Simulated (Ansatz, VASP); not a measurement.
# Cross-check of Te2Mo between VASP and Ansatz

Wanted: the spread between two codes on one cell, functional and k mesh. The structure shown is the start of the Ansatz relaxation below; VASP solves that cell, so the two are compared at the walk's first step.

Program: Ansatz 0.2.0. Level of theory: plane waves, with VASP 6.6.1 beside it; single point at RPBE, single point at PBE and single point at LDA. Results are calculated unless marked as measured.

### Step 1. The structure

The cell holds 3 atoms: 2 Te and 1 Mo. Cell: a = 3.518 Å, b = 3.518 Å, c = 19.605 Å, α = 90.0°, β = 90.0°, γ = 120.0°. It derives from Te2Mo. Vacuum lies along c.

### Step 2. Ansatz: relaxation, RPBE

Ansatz runs on its default PAW (the set named soft_2) files.

The two programs are compared at the cell with which this relaxation starts, whose forces are those of its first step.

input.yaml reads:

```yaml
crystal:
  lattice:
    - [3.5182, 0.0, 0.0]
    - [-1.7591, 3.046850576, 0.0]
    - [0.0, 0.0, 19.6051888]
  atoms:
    - { symbol: Te, position: [0.666666667, 0.333333333, 0.591944761] }
    - { symbol: Mo, position: [0.333333333, 0.666666667, 0.5] }
    - { symbol: Te, position: [0.666666667, 0.333333333, 0.408055239] }
kpoints:
  mp_grid: { grid: [12, 12, 1] }
scf:
  occupations: { method: fermi_dirac, width: 0.02 }
  n_extra_bands: 8
hamiltonian:
  xc: rpbe
  pseudopotentials: { kind: paw }
output:
  forces: true
  write_potential: true
  volumetric_format: []
relax:
  f_tol: 0.01
  max_steps: 40
  cell: { fix: [c, alpha, beta] }
```

The run is started by

```bash
ansatz run input.yaml --threads 4 --pin off --max-ram 8192MiB --backend cpu --events-out ev --progress --plain --runs-dir out
```

Numbers of over 12 decimals in the logs are rounded to 6 here.

The log of the run:

```text
scf.n_extra_bands = 8 over 23 filled bands (N_el = 46.0): the run solves 31 bands
Engine: ansatz 0.2.0, aarch64-unknown-linux-gnu
Pseudopotentials: kind: paw
Pseudopotential: Te, paw, valence charge 16, recommended cutoff 420 eV (normal), Te.paw.azcp
Pseudopotential: Mo, paw, valence charge 14, recommended cutoff 420 eV (normal), Mo.paw.azcp
Functional definition: RPBE
  parameter kappa = 0.804
  parameter beta = 0.066725
  exchange = rpbe_x(kappa = kappa, mu = beta*pi^2/3)
  correlation = pbe_c(beta = beta)
Crystal: 3 atoms, lattice volume = 210.156 Å³
Basis set: ecut = 420 eV, 4091 PW (Γ), exchange–correlation on 48×48×270 points (8 copies of the dense FFT grid, shifted against one another)
Bands: 31, of which v1, the nominal top of the filled ones, is band 23 counted from 1 (22 counted from 0)
Symmetry: 12 space group operations
Space group: P-6m2 (ITA 187), of the structure as read, at distance tolerance 5.9e-5 Å
k-points: 19 of 144 (time reversal used)
Non-local potential: Te, projectors of the file, l = 0: 2, l = 1: 2, l = 2: 2, l = 3: 2
Non-local potential: Mo, projectors of the file, l = 0: 3, l = 1: 2, l = 2: 2, l = 3: 1
PAW form: soft (Blöchl's): semilocal exchange-correlation on the pseudo side does not see the compensation charge
PAW frozen core: Te, regenerated for the run's functional, and the local potential with it (the file was generated under x = pbe(κ = 0.804, μ = 0.219515), c = pbe(β = 0.066725))
PAW frozen core: Mo, regenerated for the run's functional, and the local potential with it (the file was generated under x = pbe(κ = 0.804, μ = 0.219515), c = pbe(β = 0.066725))
PAW one-centre angular grid: Te, 590 points (default); XC on 64 Gauss nodes
PAW one-centre angular grid: Mo, 590 points (default); XC on 64 Gauss nodes
Initial density: superposition of atomic densities (neutral atoms: chi_scale 0, normalization atom), corrected by the library's trained network
Initial wavefunctions: pseudopotential atomic-orbital guess
Functional: x = rpbe, c = pbe(β = 0.066725)
SCF iter   1: F=—  HF=-18941.478729 eV  |F-HF|=—  |Δ(HF+E_count)|=         —  Δρ=3.18e-3  dr2=1.13e-2  ethr=1.77e-3  ⟨swp⟩=10.4  Hψ=3183  notcnv=0
preconditioner: auto → Resta (q_TF=auto, 2.118 Å⁻¹)  ε∞=2.6  [insulator: Δε(μ)=1.155 eV  Ē_g=8.588 eV  σ=0.020 eV  W_gap=1.00  n_scr=30 (ndim 8)  ℏωp=10.9 eV  f_vac=0.622  D(μ)=0.00/eV (n_scr^D=0)  ε∞_Penn≈2.6  vacuum switching on, ρ_ref=5.3e-3 e/Å³]
SCF iter   2: F=—  HF=-18941.484126 eV  |F-HF|=—  |Δ(HF+E_count)|=   5.40e-3  Δρ=1.93e-3  dr2=1.03e-2  ethr=2.46e-5  ⟨swp⟩=3.0  Hψ=1144  notcnv=0  defer=53
SCF iter   3: F=—  HF=-18941.484803 eV  |F-HF|=—  |Δ(HF+E_count)|=   6.77e-4  Δρ=1.32e-3  dr2=4.79e-3  ethr=2.25e-5  ⟨swp⟩=2.4  Hψ=742  notcnv=0  defer=53
SCF iter   4: F=—  HF=-18941.485405 eV  |F-HF|=—  |Δ(HF+E_count)|=   6.02e-4  Δρ=5.08e-4  dr2=5.65e-4  ethr=1.04e-5  ⟨swp⟩=2.3  Hψ=695  notcnv=0  defer=53
SCF iter   5: F=—  HF=-18941.485649 eV  |F-HF|=—  |Δ(HF+E_count)|=   2.44e-4  Δρ=1.04e-4  dr2=1.46e-5  ethr=1.23e-6  ⟨swp⟩=2.3  Hψ=779  notcnv=0  defer=53
SCF iter   6: F=—  HF=-18941.485693 eV  |F-HF|=—  |Δ(HF+E_count)|=   4.39e-5  Δρ=1.85e-5  dr2=2.82e-6  ethr=3.18e-8  ⟨swp⟩=2.5  Hψ=1064  notcnv=0  defer=53
SCF iter   7: F=-18941.485693 eV  HF=-18941.485693 eV  |F-HF|=2.37e-8  |Δ(HF+E_count)|=   3.18e-7  Δρ=4.41e-6  dr2=4.67e-8  ethr=2.17e-10  ⟨swp⟩=9.8  Hψ=4135  notcnv=0
SCF 1 converged in 7 iterations: F = -18941.485693 eV  dr2 = 4.67e-8
  greatest PAW one-centre occupation: 0.998 electrons in one spin orbital (limit 2), on the Mo atom at site 1 (counted from 0), in its partial waves of l = 0
relax step   1: F+E_penalty+E_count = -18941.48569328 eV  Δ(F+E_penalty+E_count) = +0.000e0 eV  max|allowed force component| = 4.391e-1 eV/Å  Δτ_max = 0.0000 Å  P = +1.414 GPa  Ω = 210.156 Å³  fix = [c, alpha, beta]  reactions: c +1.206 GPa  (7 SCF iters, dr2 threshold 1.00e-7 eV, accepted)
[...]
relax step   4: F+E_penalty+E_count = -18941.52610690 eV  Δ(F+E_penalty+E_count) = -1.248e-3 eV  max|allowed force component| = 9.007e-2 eV/Å  Δτ_max = 0.0172 Å  P = +0.061 GPa  Ω = 219.844 Å³  energy of the carried Pulay correction = -6.817e-4 eV  fix = [c, alpha, beta]  reactions: c +0.236 GPa  (6 SCF iters, dr2 threshold 2.41e-7 eV, accepted)
[...]
relax step   5: F+E_penalty+E_count = -18941.52714702 eV  Δ(F+E_penalty+E_count) = -1.040e-3 eV  max|allowed force component| = 4.989e-4 eV/Å  Δτ_max = 0.0099 Å  P = -0.001 GPa  Ω = 218.848 Å³  energy of the carried Pulay correction = -6.130e-4 eV  fix = [c, alpha, beta]  reactions: c -0.001 GPa  (5 SCF iters, dr2 threshold 3.00e-7 eV, accepted)
[...]
relax step   6: F+E_penalty+E_count = -18941.52771100 eV  Δ(F+E_penalty+E_count) = -5.640e-4 eV  max|allowed force component| = 5.245e-4 eV/Å  Δτ_max = 0.0000 Å  P = -0.002 GPa  Ω = 218.848 Å³  fix = [c, alpha, beta]  reactions: c -0.001 GPa  stress off target by 2.85e-3 GPa on what of the cell is left free  SCF on the basis re-selected at this cell (its energy is not comparable with the rows above)  (9 SCF iters)
basis re-selected at this cell: Δ(F+E_penalty+E_count) = -5.640e-4 eV, ΔP = -0.001 GPa vs the last step (what re-selecting the basis moved, of the pressure what is left beyond the Pulay correction that the steps carried, after the strain that the cell walked since its last selection, with what the two solves' SCF thresholds leave and, on support functions, any second-order correction that the steps lacked; it is no m [...]
SCF converged after 9 iterations
an eigenvalue changed by more than its tolerance at an iteration that met the thresholds in force, so the SCF went on 1 time: the last check found none over its tolerance
Free energy (F): -18941.527711 eV
Harris-Foulkes:  -18941.527711 eV  (|F-HF|=7.28e-12)
Internal energy: -18941.527711 eV  (E = F + TS)
E sigma→0 (E₀):  -18941.527711 eV
Fermi energy:    1.617469 eV
--- Per-component energies (eV) ---
  E_band       = -1085.630386
  E_kinetic    = 800.839964
  E_local      = -32152.509390  (includes V_loc(G=0)·N_el)
  E_nonlocal   = -479.417862
  E_hartree    = 16042.166663
  E_xc         = -431.892588
  E_vxc        = -436.036301  (∫ρ·V_xc dr)
  E_paw        = -12551.175552  (= ΣΔE_a)
  E_vpaw       = -902.839803  (= ΣTr[D̂ρ^β])
  E_aug_tail   = -0.000364  (compensation charges beyond the density's cutoff)
  E_ewald      = 9830.630469
  E_core_change = -0.169051  (= ΣΔE_core)
  E_smearing   = -0.000000  (= −TS)
  E_closure    = -0.000000  (closes the sum)
  Σ components = -18941.527711   (vs F -18941.527711, Δ=0.00e0)
--- Forces (eV/Å), atoms counted from 1 ---
  atom   1  Te     0.00000000    -0.00000000    -0.00052446
  atom   2  Mo    -0.00000000     0.00000000     0.00000000
  atom   3  Te     0.00000000    -0.00000000     0.00052446
  max |Σ_I F_I| component: 1.39e-17 eV/Å
--- Stress (GPa, compression-positive) ---
       -0.002852       0.000000      -0.000000
        0.000000      -0.002852       0.000000
       -0.000000       0.000000      -0.001435
  P = ⅓ Tr σ = -0.0024 GPa (-0.024 kbar)
--- Band table (eV; the first three rows and the last of 19) ---
  k-point 0: bands = [... 19 lower, -0.5105, 0.2114, 0.2114, 0.7215, 4.0329, 4.0329, 4.2943, 4.2943, ... 4 higher]
  k-point 1: bands = [... 19 lower, -0.4648, 0.0895, 0.3130, 0.7068, 3.6685, 3.7889, 4.1024, 4.1148, ... 4 higher]
  k-point 2: bands = [... 19 lower, -0.2575, -0.2097, 0.2904, 0.6116, 3.0239, 3.2075, 3.6553, 4.2959, ... 4 higher]
  k-point 18: bands = [... 19 lower, -1.8026, -1.7251, -0.5890, 1.1102, 2.1245, 3.0155, 3.5183, 4.9840, ... 4 higher]
--- Relaxed structure (5 steps of the walk, 4 accepted, 1 SCFs on fresh bases) ---
  F+E_penalty+E_count = -18941.52771100 eV   max|allowed force component| = 5.245e-4 eV/Å   (the final SCF, on the basis selected at the relaxed cell)
  cell:  # Å, volume = 218.8478 Å³
    - [3.590213, 0, 0.0]
    - [-1.795107, 3.109216, 0.0]
    - [0.0, 0.0, 19.6051888]
  atoms:
    - { symbol: Te, position: [0.666667, 0.333333, 0.592239] }
    - { symbol: Mo, position: [0.333333, 0.666667, 0.500000] }
    - { symbol: Te, position: [0.666667, 0.333333, 0.407761] }
```

### Step 3. VASP: single point, RPBE, start cell

The same cell, functional, mesh and smearing now go to VASP, with its own data sets.

Lines of VASP's logs that name or quote its potential files are left out, and so is its time.

INCAR reads:

```
SYSTEM = Te2Mo
PREC = Accurate
ENCUT = 400
EDIFF = 1E-06
NELM = 120
ISMEAR = -1
SIGMA = 0.02
LREAL = .FALSE.
ALGO = Normal
GGA = RP
NBANDS = 19
LASPH = .TRUE.
LORBIT = 11
LWAVE = .FALSE.
LCHARG = .FALSE.
ISIF = 2
GGA_COMPAT = .FALSE.
EFERMI = MIDGAP
KPAR = 2
```

POSCAR reads:

```
Te2Mo
1.0
    3.5182000000      0.0000000000      0.0000000000
   -1.7591000000      3.0468510000      0.0000000000
    0.0000000000      0.0000000000     19.6051890000
Te Mo
2 1
Direct
    0.6666666667      0.3333333333      0.5919447652
    0.6666666667      0.3333333333      0.4080552348
    0.3333333333      0.6666666667      0.4999999745
```

KPOINTS reads:

```
Automatic mesh
0
Gamma
12 12 1
0 0 0
```

Potentials, in the order of the species: Te and Mo_sv (PBE family, release 64).

The run is started by

```bash
mpirun -np 2 vasp_std
```

The log of the run:

```text
[banner, memory and clock lines left out]
running    2 mpi-ranks, on    1 nodes
 distrk:  each k-point on    1 cores,    2 groups
 distr:  one band on    1 cores,    1 groups

 POSCAR found type information on POSCAR TeMo
 POSCAR found :  2 types and       3 ions
|                                                                             |
|               ----> ADVICE to this user running VASP <----                  |
|                                                                             |
|     You enforced a specific xc type in the INCAR file but a different       |
|     [... a line on the potential file left out ...]
|     I HOPE YOU KNOW WHAT YOU ARE DOING!                                     |
|                                                                             |

 LDA part: xc-table for (Slater+PW92), standard interpolation
 POSCAR, INCAR and KPOINTS ok, starting setup
 FFT: planning ... GRIDC
 FFT: planning ... GRID_SOFT
 FFT: planning ... GRID
 WAVECAR not read
 entering main loop
       N       E                     dE             d eps       ncg     rms          rms(c)
DAV:   1     0.105691575391E+03    0.10569E+03   -0.11855E+04  1026   0.868E+02
DAV:   2    -0.102318395097E+02   -0.11592E+03   -0.11359E+03   973   0.190E+02
DAV:   3    -0.172232623852E+02   -0.69914E+01   -0.69334E+01  1025   0.397E+01
DAV:   4    -0.173792037464E+02   -0.15594E+00   -0.15578E+00  1026   0.595E+00
DAV:   5    -0.173807370405E+02   -0.15333E-02   -0.15332E-02   915   0.654E-01    0.150E+01
DAV:   6    -0.170258021279E+02    0.35493E+00   -0.39264E+00   766   0.115E+01    0.619E+00
DAV:   7    -0.170265554738E+02   -0.75335E-03   -0.41479E+00   749   0.960E+00    0.446E+00
DAV:   8    -0.167852683129E+02    0.24129E+00   -0.11665E+00   757   0.566E+00    0.140E+00
DAV:   9    -0.167881075261E+02   -0.28392E-02   -0.94381E-02   910   0.168E+00    0.797E-01
DAV:  10    -0.167815059904E+02    0.66015E-02   -0.25572E-02   846   0.939E-01    0.211E-01
DAV:  11    -0.167800974353E+02    0.14086E-02   -0.14361E-03   931   0.216E-01    0.880E-02
DAV:  12    -0.167798604670E+02    0.23697E-03   -0.16816E-04   866   0.702E-02    0.401E-02
DAV:  13    -0.167792821648E+02    0.57830E-03   -0.45154E-04   897   0.108E-01    0.384E-02
DAV:  14    -0.167793187135E+02   -0.36549E-04   -0.31888E-05   825   0.242E-02    0.258E-02
DAV:  15    -0.167794563077E+02   -0.13759E-03   -0.69485E-05   839   0.387E-02    0.871E-03
DAV:  16    -0.167794925930E+02   -0.36285E-04   -0.72910E-06   845   0.970E-03    0.419E-03
DAV:  17    -0.167795162351E+02   -0.23642E-04   -0.40931E-06   812   0.754E-03    0.214E-03
DAV:  18    -0.167795342927E+02   -0.18058E-04   -0.11345E-06   714   0.322E-03    0.958E-04
DAV:  19    -0.167795445943E+02   -0.10302E-04   -0.10230E-06   748   0.222E-03    0.779E-04
DAV:  20    -0.167795532851E+02   -0.86908E-05   -0.33232E-07   632   0.143E-03    0.342E-04
DAV:  21    -0.167795570945E+02   -0.38093E-05   -0.23266E-07   642   0.104E-03    0.125E-04
DAV:  22    -0.167795575385E+02   -0.44404E-06   -0.15604E-08   514   0.314E-04
   1 F= -.16779558E+02 E0= -.16779558E+02  d E =-.124868E-13
```

OUTCAR, selected parts (step 3):

```text
ion  position               nearest neighbor table
   1  0.667  0.333  0.592-   3 2.72   3 2.72   3 2.72   2 3.61
   2  0.667  0.333  0.408-   3 2.72   3 2.72   3 2.72   1 3.61
   3  0.333  0.667  0.500-   2 2.72   2 2.72   2 2.72   1 2.72   1 2.72   1 2.72

  LATTYP: Found a hexagonal cell.
 ALAT       =     3.5182000000
 C/A-ratio  =     5.5725055426

 Subroutine GETGRP returns: Found 12 space group operations
 (whereof 12 operations were pure point group operations)

The static configuration has the point symmetry D_3h.

 Found     19 irreducible k-points:

   k-points           NKPTS =     19   k-points in BZ     NKDIM =     19   number of bands    NBANDS=     19

   dimension x,y,z NGX =    24 NGY =   24 NGZ =  128
   dimension x,y,z NGXF=    48 NGYF=   48 NGZF=  256

   ENCUT  =  400.0 eV  29.40 Ry    5.42 a.u.   5.74  5.74 31.97*2*pi/ulx,y,z

   NELECT =      26.0000    total number of electrons

 k-points in reciprocal lattice and weights: Automatic mesh
   0.00000000  0.00000000  0.00000000       0.007
   0.08333333 -0.00000000  0.00000000       0.042
   0.16666667 -0.00000000  0.00000000       0.042
   0.25000000 -0.00000000  0.00000000       0.042
   0.33333333 -0.00000000  0.00000000       0.042
   0.41666667 -0.00000000  0.00000000       0.042
   0.50000000 -0.00000000  0.00000000       0.021
   0.08333333  0.08333333  0.00000000       0.042
   0.16666667  0.08333333  0.00000000       0.083
[...]
0.33333333  0.25000000  0.00000000       0.083
   0.33333333  0.33333333  0.00000000       0.014

 average (electrostatic) potential at core
       1 -94.4573       2 -94.4574       3 -81.6905

 E-fermi :   0.3920

 k-point     1 :       0.0000    0.0000    0.0000
  band No.  band energies     occupation
    ...
      9      -1.8356      2.00000
     10      -1.8356      2.00000
     11      -1.0484      2.00000
     12      -1.0484      2.00000
     13      -0.6945      2.00000
     14       2.9904      0.00000
     15       2.9904      0.00000
     16       3.2846      0.00000
     17       3.2846      0.00000
     18       3.8323      0.00000
    ...

 k-point     2 :       0.0833   -0.0000    0.0000
  band No.  band energies     occupation
    ...
      9      -2.0509      2.00000
     10      -1.7546      2.00000
     11      -1.1776      2.00000
     12      -0.9626      2.00000
     13      -0.7001      2.00000
     14       2.5893      0.00000
     15       2.7122      0.00000
     16       3.0691      0.00000
     17       3.0725      0.00000
     18       3.9967      0.00000
    ...

 k-point     3 :       0.1667   -0.0000    0.0000
  band No.  band energies     occupation
    ...
      9      -2.5517      2.00000
     10      -1.5248      2.00000
     11      -1.4952      2.00000
     12      -1.0057      2.00000
     13      -0.7738      2.00000
     14       1.8405      0.00000
     15       2.0690      0.00000
     16       2.5752      0.00000
     17       3.2508      0.00000
     18       4.3122      0.00000
    ...

  Total        1.8610570      1.8610576      1.4895010      0.0000000      0.0000000      0.0000000
  in kB       14.1882062     14.1882101     11.3555612      0.0000000      0.0000000      0.0000000
  external PRESSURE =      13.2439925 kB  Pullay stress =       0.0000000 kB

  energy-cutoff  :      400.00
  volume of cell :      210.16
      direct lattice vectors                 reciprocal lattice vectors
     3.518200000  0.000000000  0.000000000     0.284236257  0.164103857  0.000000000
    -1.759100000  3.046851000  0.000000000     0.000000000  0.328207713  0.000000000
     0.000000000  0.000000000 19.605189000     0.000000000  0.000000000  0.051006904

 POSITION                                       TOTAL-FORCE (eV/Angst)
 -----------------------------------------------------------------------------------
      1.75910      1.01562     11.60519         0.000000      0.000000      0.445825
      1.75910      1.01562      8.00000         0.000000      0.000000     -0.445825
     -0.00000      2.03123      9.80259        -0.000000     -0.000000      0.000000
 -----------------------------------------------------------------------------------
    total drift:                                0.000000      0.000008      0.001401

  FREE ENERGIE OF THE ION-ELECTRON SYSTEM (eV)
  ---------------------------------------------------
  free  energy   TOTEN  =       -16.7795575385 eV

  energy  without entropy=      -16.7795575385  energy(sigma->0) =      -16.77955754

 total charge
# of ion       s       p       d       tot
------------------------------------------
    1        1.382   1.988   0.062   3.431
    2        1.382   1.988   0.062   3.431
    3        2.253   6.151   3.986  12.389
--------------------------------------------------
tot          5.016  10.126   4.110  19.251

[... 3 further parts left out ...]
```

### Step 4. Differences

Known differences besides the potentials themselves: the data sets hold 46 valence electrons in Ansatz (on its default PAW (the set named soft_2) files) and 26 in VASP; the cutoff is 420 eV in Ansatz and 400 eV in VASP; Ansatz makes its cores anew for this functional, VASP keeps those of its PBE data sets. Total energies have different zeros and are not compared.

Forces (eV/Å; atoms numbered as in POSCAR):

```
atom        Ansatz x, y, z          VASP x, y, z
 Te1   0.000, 0.000, 0.439   0.000, 0.000, 0.446
 Te2  0.000, 0.000, -0.439  0.000, 0.000, -0.446
 Mo3   0.000, 0.000, 0.000   0.000, 0.000, 0.000
```

The forces differ by 3.2 meV/Å r.m.s., which is 1.5 % of the r.m.s. force of 0.210 eV/Å (both taken over all components). With vacuum in the cell, a pressure given here is an average over mostly empty space and none of the material.

### Step 5. Other set-ups

Further runs change the set-up of one program: Ansatz's method, potentials or start, or VASP's data sets, cutoff or form of LDA. The table gives that difference for each run.

```
                         run  r.m.s. force difference (meV/Å)
                    as above                              3.2
VASP with a cutoff of 500 eV (perhaps on Ansatz's relaxed cell)                              2.3
```

### Step 6. Ansatz: relaxation, PBE

The two programs are compared at the cell with which this relaxation starts, whose forces are those of its first step.

The structure compared here is the start of the Ansatz relaxation; VASP solves that cell, so the two are compared at the walk's first step.

Changes to input.yaml since step 2:

```diff
@@ -15,3 +15,3 @@
 hamiltonian:
-  xc: rpbe
+  xc: pbe
   pseudopotentials: { kind: paw }
```

The run is started by

```bash
ansatz run input.yaml --threads 4 --pin off --max-ram 8192MiB --backend cpu --events-out ev --progress --plain --runs-dir out
```

The log of the run:

```text
[...]
Crystal: 3 atoms, lattice volume = 210.156 Å³
Basis set: ecut = 420 eV, 4091 PW (Γ), exchange–correlation on 48×48×270 points (8 copies of the dense FFT grid, shifted against one another)
Bands: 31, of which v1, the nominal top of the filled ones, is band 23 counted from 1 (22 counted from 0)
Symmetry: 12 space group operations
[...]
--- Relaxed structure (5 steps of the walk, 4 accepted, 1 SCFs on fresh bases) ---
[...]
cell:  # Å, volume = 214.6016 Å³
    - [3.555213, 0.0, 0.0]
    - [-1.777606, 3.078905, 0.0]
    - [0.0, 0.0, 19.6051888]
  atoms:
    - { symbol: Te, position: [0.666667, 0.333333, 0.592213] }
    - { symbol: Mo, position: [0.333333, 0.666667, 0.500000] }
    - { symbol: Te, position: [0.666667, 0.333333, 0.407787] }
[key lines of the parts left out:]
SCF converged after 8 iterations
Free energy (F): -18916.729456 eV
Fermi energy:    1.671971 eV
P = ⅓ Tr σ = -0.0026 GPa (-0.026 kbar)
```

[end of part 1 of 2]

[Lines on the potential files, build, host, timing and source positions are cut from VASP's logs without a mark.]

[Logs are printed without paths, hosts, clocks, repeated set-up lines and the standing remarks that a program may print on its own settings, such as how far it seeks lower states.]

[Hosts, paths, dates, database ids (printed as entryN), source tags and the programs' standing remarks are cut or masked in the printed files.]

[Rows of further runs with another cutoff or data set may stand on the cell that Ansatz relaxed, not on the start cell of the pair above them.]
